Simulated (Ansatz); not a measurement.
**KCl: pressure against volume**

KCl, Fm-3m, a = 6.378 Å. Ansatz: PBE, PAW, 420 eV, Γ-centred 6×6×6 mesh on 2 atoms, Gaussian smearing 0.02 eV; no spin polarisation. Symmetry fixes shape and atoms, so the cell is only scaled; pressure is positive in compression.

| V (Å³/atom) | P (GPa) |
| --- | --- |
| 30.491 | 1.20 |
| 31.464 | 0.56 |
| 32.437 | 0.03 |
| 33.410 | ? |
| 34.383 | -0.80 |

Question: Take V0 = 32.437 Å³/atom, count pressures from its P0 = 0.03 GPa, fit the third-order Birch–Murnaghan form to the other rows, and predict the missing pressure.

Answer: With the Eulerian strain f = ½[(V0/V)^(2/3) − 1] and y = (P − P0)/[3f(1 + 2f)^(5/2)], the form is the line y = B0 + 1.5 B0 (B0′ − 4) f. Rows (f, y): 0.02105, 16.71; 0.01026, 16.37; -0.01905, 16.00. Means f = 0.004087, y = 16.360; Σ(Δf)² = 0.0008612, ΣΔfΔy = 0.01433; the slope is their ratio. y = 16.29 + 16.64 f GPa, so B0 = 16.3 GPa and B0′ = 4 + 2 × (16.64)/(3 × 16.29) = 4.68. At V = 33.410, f = -0.00976, y = 16.128 and P = -0.42 GPa. The run gave -0.43 GPa, so the fit is 0.01 GPa too high, a small miss on the scale of the series.